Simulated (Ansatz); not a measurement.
# TiO2 (Pbcn) in Ansatz: further runs, part 2 of 2

Ansatz 0.2.0.

**3. Band structure, r2SCAN**

The input, input.yaml:

```yaml
crystal:
  lattice:
    - [4.54534955, 0.0, 0.0]
    - [0.0, 5.51961944, 0.0]
    - [0.0, 0.0, 4.90919686]
  atoms:
    - { symbol: Ti, position: [0.0, 0.17299093, 0.75] }
    - { symbol: Ti, position: [0.5, 0.32700907, 0.25] }
    - { symbol: Ti, position: [0.0, 0.82700907, 0.25] }
    - { symbol: Ti, position: [0.5, 0.67299093, 0.75] }
    - { symbol: O, position: [0.27145062, 0.38172464, 0.91864908] }
    - { symbol: O, position: [0.77145062, 0.11827536, 0.08135092] }
    - { symbol: O, position: [0.22854938, 0.11827536, 0.41864908] }
    - { symbol: O, position: [0.72854938, 0.38172464, 0.58135092] }
    - { symbol: O, position: [0.27145062, 0.61827536, 0.41864908] }
    - { symbol: O, position: [0.77145062, 0.88172464, 0.58135092] }
    - { symbol: O, position: [0.22854938, 0.88172464, 0.91864908] }
    - { symbol: O, position: [0.72854938, 0.61827536, 0.08135092] }
hamiltonian:
  xc: r2scan
  pseudopotentials: { kind: paw }
kpoints:
  mp_grid: { grid: [6, 5, 6] }
  band_path:
    path:
      - [[0.0, 0.0, 0.0], [-0.5, 0.0, 0.0], [-0.5, 0.0, -0.5], [0.0, 0.0, -0.5], [0.0, 0.0, 0.0], [0.0, -0.5, 0.0], [-0.5, -0.5, 0.0], [-0.5, -0.5, -0.5], [0.0, -0.5, -0.5], [0.0, -0.5, 0.0]]
      - [[0.0, 0.0, -0.5], [0.0, -0.5, -0.5]]
      - [[-0.5, -0.5, 0.0], [-0.5, 0.0, 0.0]]
      - [[-0.5, 0.0, -0.5], [-0.5, -0.5, -0.5]]
    npoints: 10
scf:
  occupations: { method: fermi_dirac, width: 0.05 }
  n_extra_bands: 30
output:
  forces: true
  stress: true
  eigenvalues: true
  fatbands: false
  write_density: true
  write_potential: true
  elf: true
  volumetric_format: npy
```

Potentials or basis: Ansatz PAW.

On the command line:

```console
> ansatz run input.yaml --threads 4 --pin off --max-ram 11264MiB --backend cpu --events-out ev --progress --plain --runs-dir out
```

Output:

```text
Warning: RAYON_NUM_THREADS=4 ignored (pool sized by the plan → 4); use --threads N
scf.n_extra_bands = 30 over 48 filled bands (N_el = 96.0): the run solves 78 bands
Engine: ansatz 0.2.0, aarch64-unknown-linux-gnu
Pseudopotentials: kind: paw
Pseudopotential: Ti, paw, valence charge 12, recommended cutoff 500 eV (meta_gga), Ti.paw.azcp
Pseudopotential: O, paw, valence charge 6, recommended cutoff 500 eV (meta_gga), O.paw.azcp
Functional definition: r2SCAN
  parameter k0 = 0.174
  parameter k1 = 0.065
  parameter a1 = 4.9479
  exchange = r2scan_x(k0 = k0, k1 = k1, a1 = a1)
  correlation = r2scan_c
Crystal: 12 atoms, lattice volume = 123.165 Å³
Basis set: ecut = 500 eV, 3117 PW (Γ), exchange–correlation on 144×180×144 points (64 copies of the dense FFT grid, shifted against one another)
Bands: 78, of which v1, the nominal top of the filled ones, is band 48 counted from 1 (47 counted from 0)
Symmetry: 8 space group operations
Space group: Pbcn (ITA 60), of the structure as read, at distance tolerance 5.0e-5 Å
k-points: 48 of 180
Non-local potential: Ti, projectors of the file, l = 0: 3, l = 1: 2, l = 2: 3, l = 3: 1
Non-local potential: O, projectors of the file, l = 0: 2, l = 1: 2, l = 2: 1
PAW form: soft (Blöchl's): semilocal exchange-correlation on the pseudo side does not see the compensation charge
PAW frozen core: Ti, regenerated for the run's functional (the file was generated under x = pbe(κ = 0.804, μ = 0.2195149727645171), c = pbe(β = 0.06672455060314922))
PAW frozen core: O, regenerated for the run's functional (the file was generated under x = pbe(κ = 0.804, μ = 0.2195149727645171), c = pbe(β = 0.06672455060314922))
PAW one-centre angular grid: Ti, 590 points (default); XC on 160 Gauss nodes
PAW one-centre angular grid: O, 302 points (default); XC on 160 Gauss nodes
Initial density: superposition of atomic densities (neutral atoms: chi_scale 0, normalization atom), corrected by the library's trained network
Initial wavefunctions: pseudopotential atomic-orbital guess
Functional: x = r2scan, c = r2scan; τ floored in thin density (d = 2e-4 eV/Å³)
SCF iter   1: F=—  HF=-14585.201333 eV  |F-HF|=—  |Δ(HF+E_count)|=         —  Δρ=2.79e-2  dr2=1.12e0  dr2_τ=7.71e-1  ethr=1.77e-3  ⟨swp⟩=5.0  Hψ=14857  notcnv=0  defer=387
preconditioner: auto → Resta (q_TF=auto, 2.617 Å⁻¹)  ε∞=4.2  [insulator: Δε(μ)=3.466 eV  Ē_g=14.875 eV  σ=0.050 eV  W_gap=1.00  n_scr=34 (ndim 8)  ℏωp=26.8 eV  f_vac=0.016  D(μ)=0.00/eV (n_scr^D=0)  ε∞_Penn≈4.2]
SCF iter   2: F=—  HF=-14585.257624 eV  |F-HF|=—  |Δ(HF+E_count)|=   5.63e-2  Δρ=1.54e-2  dr2=1.75e-1  dr2_τ=7.10e-2  ethr=1.16e-3  ⟨swp⟩=3.0  Hψ=6714  notcnv=0  defer=1158
SCF iter   3: F=—  HF=-14585.230817 eV  |F-HF|=—  |Δ(HF+E_count)|=   2.68e-2  Δρ=4.28e-3  dr2=1.27e-2  dr2_τ=1.15e-3  ethr=1.83e-4  ⟨swp⟩=2.0  Hψ=4060  notcnv=0  defer=1158
SCF iter   4: F=—  HF=-14585.230499 eV  |F-HF|=—  |Δ(HF+E_count)|=   3.17e-4  Δρ=1.40e-3  dr2=1.45e-3  dr2_τ=2.63e-4  ethr=1.32e-5  ⟨swp⟩=2.0  Hψ=4020  notcnv=0  defer=1158
SCF iter   5: F=—  HF=-14585.230490 eV  |F-HF|=—  |Δ(HF+E_count)|=   9.83e-6  Δρ=1.87e-4  dr2=3.71e-5  dr2_τ=3.30e-6  ethr=1.51e-6  ⟨swp⟩=2.0  Hψ=4019  notcnv=0  defer=1158
SCF iter   6: F=—  HF=-14585.230490 eV  |F-HF|=—  |Δ(HF+E_count)|=   3.98e-7  Δρ=3.39e-5  dr2=1.89e-6  dr2_τ=8.99e-8  ethr=3.86e-8  ⟨swp⟩=2.1  Hψ=6021  notcnv=0  defer=1158
SCF iter   7: F=—  HF=-14585.230490 eV  |F-HF|=—  |Δ(HF+E_count)|=   2.01e-7  Δρ=1.24e-5  dr2=2.10e-7  dr2_τ=1.19e-8  ethr=1.97e-9  ⟨swp⟩=2.0  Hψ=3728  notcnv=0  defer=1158
SCF iter   8: F=-14585.230490 eV  HF=-14585.230490 eV  |F-HF|=2.59e-8  |Δ(HF+E_count)|=   8.39e-9  Δρ=4.86e-6  dr2=3.27e-8  dr2_τ=1.13e-9  ethr=1.04e-10  ⟨swp⟩=13.8  Hψ=23504  notcnv=0
SCF 1 converged in 8 iterations: F = -14585.230490 eV  dr2 = 3.27e-8
NSCF: frozen V_eff on 124 k-points
SCF converged after 8 iterations
Free energy (F): -14585.230490 eV
Harris-Foulkes:  -14585.230490 eV  (|F-HF|=2.59e-8)
Internal energy: -14585.230490 eV  (E = F + TS)
E sigma→0 (E₀):  -14585.230490 eV
Fermi energy:    10.103467 eV
--- Per-component energies (eV) ---
  E_band       = -854.249644
  E_kinetic    = 2501.760013
  E_local      = -5976.681289  (includes V_loc(G=0)·N_el)
  E_nonlocal   = 384.513837
  E_hartree    = 2263.761733
  E_xc         = -965.636226
  E_vxc        = -1386.138657  (∫ρ·V_xc dr)
  E_paw        = -5495.006494  (= ΣΔE_a)
  E_vpaw       = -996.366099  (= ΣTr[D̂ρ^β])
  E_aug_tail   = 0.008478  (compensation charges beyond the density's cutoff)
  E_vtau       = 91.132817  (kinetic-family band-sum trace: ∫τ·v_τ [+ j·A + Jᵃ·Aᵃ] dr)
  E_ewald      = -7296.681186
  E_core_change = -1.269356  (= ΣΔE_core)
  E_smearing   = -0.000000  (= −TS)
  E_closure    = -0.000000  (closes the sum)
  Σ components = -14585.230490   (vs F -14585.230490, Δ=0.00e0)
--- Forces (eV/Å), atoms counted from 1 ---
  atom   1  Ti    -0.00000000     0.09700307     0.00000000
  atom   2  Ti     0.00000000    -0.09700307     0.00000000
  atom   3  Ti    -0.00000000    -0.09700307    -0.00000000
  atom   4  Ti    -0.00000000     0.09700307     0.00000000
  atom   5  O     -0.02329422    -0.05279059     0.00356435
  atom   6  O     -0.02329422     0.05279059    -0.00356435
  atom   7  O      0.02329422     0.05279059     0.00356435
  atom   8  O      0.02329422    -0.05279059    -0.00356435
  atom   9  O     -0.02329422     0.05279059     0.00356435
  atom  10  O     -0.02329422    -0.05279059    -0.00356435
  atom  11  O      0.02329422    -0.05279059     0.00356435
  atom  12  O      0.02329422     0.05279059    -0.00356435
  max |Σ_I F_I| component: 1.39e-17 eV/Å
--- Stress (GPa, compression-positive) ---
       -1.195858       0.000000       0.000000
        0.000000      -1.134564       0.000000
        0.000000       0.000000      -1.368170
  P = ⅓ Tr σ = -1.2329 GPa (-12.329 kbar)
--- Band table (eV; the first three rows and the last of 48) ---
  k-point 0: bands = ["-50.0232", "-50.0008", "-49.9932", "-49.9874", "-25.4021", "-25.3205", "-25.2946", "-25.2308", "-25.2208", "-25.2057", "-25.1885", "-25.1619", "-25.1157", "-25.1090", "-25.0886", "-25.0841", "-10.2024", "-9.0170", "-8.8506", "-8.6464", "-8.6436", "-8.5871", "-8.4035", "-8.2938", "3.5372", "3.6956", "4.1011", "4.1741", "4.5965", "4.6262", "4.7698", "5.1480", "5.3780", "5.4989", "6.0610", "6.0965", "6.2774", "6.3645", "6.3930", "6.8158", "6.9914", "7.0730", "7.7163", "8.0946", "8.1038", "8.2014", "8.6089", "8.6414", "11.6687", "11.6855", "11.8183", "11.8290", "11.8569", "12.2881", "12.5756", "12.6002", "12.8455", "13.0725", "13.4338", "13.7058", "14.2902", "14.7417", "14.9564", "15.5194", "15.6733", "15.8061", "16.0578", "16.4842", "17.5904", "21.9738", "22.7055", "22.7233", "23.0386", "23.2659", "24.1423", "25.4161", "25.7346", "25.9067"]
  k-point 1: bands = ["-50.0208", "-50.0003", "-49.9937", "-49.9898", "-25.3839", "-25.3374", "-25.2850", "-25.2830", "-25.1888", "-25.1846", "-25.1715", "-25.1569", "-25.1220", "-25.1183", "-25.1007", "-25.0925", "-10.1042", "-9.0176", "-8.8890", "-8.7724", "-8.5328", "-8.5217", "-8.4876", "-8.3296", "3.6419", "3.9353", "4.1129", "4.1152", "4.1889", "4.6745", "4.8954", "5.0509", "5.4096", "5.4750", "5.9533", "6.2539", "6.2999", "6.5179", "6.5635", "6.5854", "6.9571", "7.3997", "7.5721", "7.7945", "7.9812", "8.2407", "8.5023", "8.5962", "11.7642", "11.7732", "11.8068", "11.8572", "11.9681", "12.2297", "12.5520", "12.6595", "12.9429", "13.1377", "13.3724", "13.7288", "14.3071", "14.4974", "14.7359", "15.7336", "15.7818", "15.8382", "15.9515", "16.4166", "17.8946", "22.0499", "22.3612", "22.5951", "23.0208", "23.8652", "23.8957", "24.8320", "26.0670", "26.1384"]
  k-point 2: bands = ["-50.0143", "-49.9989", "-49.9964", "-49.9951", "-25.3588", "-25.3341", "-25.3333", "-25.2538", "-25.2012", "-25.1548", "-25.1528", "-25.1493", "-25.1312", "-25.1308", "-25.1270", "-25.1024", "-9.8328", "-9.1278", "-8.9349", "-8.8757", "-8.5972", "-8.4480", "-8.4336", "-8.4251", "3.7697", "3.7944", "4.1650", "4.2333", "4.4781", "4.6011", "4.8470", "5.0024", "5.3066", "5.6419", "5.8746", "6.0342", "6.3710", "6.5265", "6.7322", "6.7367", "6.8381", "7.1372", "7.4839", "7.7643", "7.8462", "8.3268", "8.3646", "8.4541", "11.6995", "11.7262", "11.9461", "11.9486", "12.3083", "12.4136", "12.5009", "12.7895", "13.0207", "13.1528", "13.2843", "13.6762", "14.2003", "14.3581", "14.4715", "15.3483", "15.9263", "16.1062", "16.1364", "16.2463", "18.7331", "21.0218", "22.3916", "22.8563", "23.3441", "23.5557", "24.1871", "24.7121", "25.5868", "25.9856"]
  k-point 47: bands = ["-50.0011", "-50.0011", "-50.0011", "-50.0011", "-25.3491", "-25.3491", "-25.3491", "-25.3491", "-25.1489", "-25.1489", "-25.1489", "-25.1489", "-25.1113", "-25.1113", "-25.1113", "-25.1113", "-9.1296", "-9.1296", "-9.1296", "-9.1296", "-8.5556", "-8.5556", "-8.5556", "-8.5556", "4.0833", "4.0833", "4.0833", "4.0833", "4.6469", "4.6469", "4.6469", "4.6469", "5.8160", "5.8160", "5.8160", "5.8160", "6.7863", "6.7863", "6.7863", "6.7863", "7.3472", "7.3472", "7.3472", "7.3472", "7.8449", "7.8449", "7.8449", "7.8449", "11.9930", "11.9930", "11.9930", "11.9930", "12.4863", "12.4863", "12.4863", "12.4863", "12.9207", "12.9207", "12.9207", "12.9207", "14.8316", "14.8316", "14.8316", "14.8316", "16.0320", "16.0320", "16.0320", "16.0320", "21.5901", "21.5901", "21.5901", "21.5901", "23.8779", "23.8779", "23.8779", "23.8779", "25.9031", "25.9031"]
```

Wall time 27 s (4 threads of Arm Neoverse V2, shared host); peak memory 1.3 GiB.

Results:

- Free energy: -14585.2305 eV
- Pressure: -1.2 GPa
- Largest force: 0.097 eV/Å
- Band gap on the k mesh: 2.99 eV, indirect (least direct gap 3.03 eV)
- Band gap along the path: 2.99 eV, indirect (least direct gap 3.03 eV)

Forces on the atoms (eV/Å):
```
Ti   0.000  0.097  0.000
Ti   0.000 -0.097  0.000
Ti   0.000 -0.097  0.000
Ti   0.000  0.097  0.000
O   -0.023 -0.053  0.004
O   -0.023  0.053 -0.004
O    0.023  0.053  0.004
O    0.023 -0.053 -0.004
O   -0.023  0.053  0.004
O   -0.023 -0.053 -0.004
O    0.023 -0.053  0.004
O    0.023  0.053 -0.004
```

Levels at the corners of the path, in eV from the valence-band top:
```csv
point,band 44,band 45,band 46,band 47,band 48,band 49,band 50,band 51,band 52,band 53
Γ,-0.55,-0.54,-0.44,-0.03,0.00,3.03,3.04,3.18,3.19,3.22
X,-1.32,-0.50,-0.50,-0.26,-0.26,3.46,3.46,3.61,3.61,3.92
S,-1.29,-0.52,-0.52,-0.52,-0.52,3.34,3.34,3.34,3.34,3.90
Y,-1.06,-0.44,-0.44,-0.31,-0.31,2.99,2.99,3.40,3.40,3.89
Γ,-0.55,-0.54,-0.44,-0.03,0.00,3.03,3.04,3.18,3.19,3.22
Z,-1.34,-1.23,-1.23,-0.15,-0.15,3.15,3.15,3.57,3.57,3.67
U,-1.08,-0.55,-0.55,-0.37,-0.37,3.34,3.34,3.34,3.34,3.58
R,-1.30,-0.82,-0.82,-0.82,-0.82,3.35,3.35,3.35,3.35,3.83
T,-1.74,-0.46,-0.46,-0.46,-0.46,3.28,3.28,3.28,3.28,4.06
Z,-1.34,-1.23,-1.23,-0.15,-0.15,3.15,3.15,3.57,3.57,3.67
Y,-1.06,-0.44,-0.44,-0.31,-0.31,2.99,2.99,3.40,3.40,3.89
T,-1.74,-0.46,-0.46,-0.46,-0.46,3.28,3.28,3.28,3.28,4.06
U,-1.08,-0.55,-0.55,-0.37,-0.37,3.34,3.34,3.34,3.34,3.58
X,-1.32,-0.50,-0.50,-0.26,-0.26,3.46,3.46,3.61,3.61,3.92
S,-1.29,-0.52,-0.52,-0.52,-0.52,3.34,3.34,3.34,3.34,3.90
R,-1.30,-0.82,-0.82,-0.82,-0.82,3.35,3.35,3.35,3.35,3.83
```

Caveat: the PAW data sets come from PBE, with cores solved anew for the run's functional, which leaves a small shift of forces and pressure.
